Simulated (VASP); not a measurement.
A run of VASP 6.6.1 is set up as follows.

Contents of INCAR:

```
PREC = Accurate ; ENCUT = 520
EDIFF = 1E-7 ; ISMEAR = 0
SIGMA = 0.1 ; LREAL = F
LASPH = T ; NELM = 100
ALGO = Normal ; ISIF = 2
LWAVE = F ; LCHARG = F
GGA = PS
```

Contents of KPOINTS:

```
Automatic mesh
0
Gamma
  12 12 12
```

File POSCAR:

```
Mg2Sn
1.0
    0.0000000000      3.3801536900      3.3801536900
    3.3801536900      0.0000000000      3.3801536900
    3.3801536900      3.3801536900      0.0000000000
Mg Sn
2 1
Direct
    0.2500000000      0.2500000000      0.2500000000
    0.7500000000      0.7500000000      0.7500000000
    0.0000000000      0.0000000000      0.0000000000
```

Potentials or basis: VASP PAW PBE potentials, release 64 (Mg, Sn_d).

Command:

```bash
$ cat potpaw_PBE.64/Mg/POTCAR potpaw_PBE.64/Sn_d/POTCAR > POTCAR
$ mpirun -np 1 vasp_std > vasp.out
```

(1) Predict the band gap on the k mesh.

(2) Predict the pressure.

## Answers

(1) none (metal or under the smearing width).

(2) -0.4 GPa.

Caveat: the PAW data sets were made with another functional, which shifts forces and pressure a little; this crystal is a semiconductor, whose small gap the functional closes, so the metal is an error of the method.
